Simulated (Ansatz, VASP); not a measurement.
# MgO in VASP and in Ansatz

Contents of INCAR:

```
PREC = Accurate
ENCUT = 600
EDIFF = 1E-6
ISMEAR = 0
SIGMA = 0.02
LREAL = F
LASPH = T
NELM = 100
ALGO = Normal
ISIF = 3
LWAVE = F
LCHARG = F
GGA = PE
IBRION = 2
NSW = 100
EDIFFG = -0.005
```

File KPOINTS:

```
Automatic mesh
0
Gamma
  9 9 6
```

POSCAR

```
MgO
1.0
    3.4863778627      0.0000000000      0.0000000000
   -1.7431889314      3.0192917963      0.0000000000
    0.0000000000      0.0000000000      4.1780412200
Mg O
2 2
Direct
    0.6666666700      0.3333333300      0.7500000000
    0.3333333300      0.6666666700      0.2500000000
    0.6666666700      0.3333333300      0.2500000000
    0.3333333300      0.6666666700      0.7500000000
```

Input for Ansatz:

```yaml
crystal:
  lattice:
    - [3.4863778627, 0.0, 0.0]
    - [-1.7431889314, 3.0192917963, 0.0]
    - [0.0, 0.0, 4.17804122]
  atoms:
    - { symbol: Mg, position: [0.66666667, 0.33333333, 0.75] }
    - { symbol: Mg, position: [0.33333333, 0.66666667, 0.25] }
    - { symbol: O, position: [0.66666667, 0.33333333, 0.25] }
    - { symbol: O, position: [0.33333333, 0.66666667, 0.75] }
basis:
  ecutwfc: 520.0
kpoints:
  mp_grid: { grid: [9, 9, 6] }
hamiltonian:
  xc: pbe
  pseudopotentials: { kind: paw, azcp: { folder: soft_1 } }
scf:
  occupations: { method: gaussian, width: 0.02 }
output:
  forces: true
  stress: true
  eigenvalues: true
relax:
  adjacent_minimum: "off"
  f_tol: 0.005
  max_steps: 80
  cell: { stress_tol: 0.05 }
```

Measurements of this composition are mostly on another form, of space group No. 225.

Alike in both runs: task relaxation of cell and atoms; functional PBE; k mesh 9 × 9 × 6; occupations gaussian, width 0.02 eV; no spin polarisation.

|  | VASP | Ansatz |
| --- | --- | --- |
| version | VASP 6.6.1 | Ansatz 0.2.0 |
| potentials or method | VASP PAW PBE potentials, release 64 (Mg, O) | scalar-relativistic, plane waves, PAW |
| plane-wave cutoff (eV) | 600 | 520 |
| valence electrons in the cell | 16 | 32 |

VASP gave:

- gap on the k mesh at the Fermi level, each at its own relaxed structure (eV): 3.29
- relaxed volume (Å³/atom): 11.31
- relaxed cell length with the largest relative difference (Å): 4.229
- energy change over the relaxation (meV/atom): -4

What did Ansatz give for the same quantities?

gap on the k mesh at the Fermi level, each at its own relaxed structure (eV): 3.28; relaxed volume (Å³/atom): 11.38; relaxed cell length with the largest relative difference (Å): 4.239; energy change over the relaxation (meV/atom): -6.

The two sets of potentials don't hold the same shells in valence.

A hybrid or GW would open this gap; PBE tends to underestimate it.
